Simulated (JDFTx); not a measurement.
## TiC under changes of volume

One of the cells (10.158 Å³/atom); the others are scaled copies at fixed shape and fractional positions:

```
Ti C
1.0
     0.00000    2.16572    2.16572
     2.16572    0.00000    2.16572
     2.16572    2.16572    0.00000
Ti C
1 1
Direct
  0.00000 0.00000 0.00000
  0.50000 0.50000 0.50000
```

The cell is a database's computed one.

```yaml
Program: JDFTx 1.7.0 (patched build)
Functional: PBEsol
Potentials_or_basis: PseudoDojo-SR-PBEsol-0.4.1-standard with smoothed tails
Cutoff: 1143 eV
Density_cutoff: 9143 eV
k_mesh: 11 × 11 × 11
Occupations: fermi-dirac, width 0.05 eV
Spin: no spin polarisation
```

```tsv
volume (Å³/atom)	energy over the lowest point (meV/atom)	pressure (GPa)
9.548	11.04	10.4
9.752	1.75	4.2
9.955	0.00	-1.5
10.158	5.05	-6.6
10.361	16.23	-11.1
10.564	32.94	-15.3
10.767	?	?
```

Question: What does the run at 10.767 Å³/atom give?

Answer: Energy over the lowest point 54.65 meV/atom; pressure -19.0 GPa.

Worked out: A Birch-Murnaghan fit of order 3 (a polynomial in V^(-2/3)) to the other rows has its minimum at 9.90 Å³/atom with B0 = V·E''(V) = 268 GPa and B' = 3.9. It gives 54.68 meV/atom at 10.767 Å³/atom, against the run's 54.65, and -dE/dV = -19.0 GPa, against -19.0.

Energies are extrapolated to zero smearing.
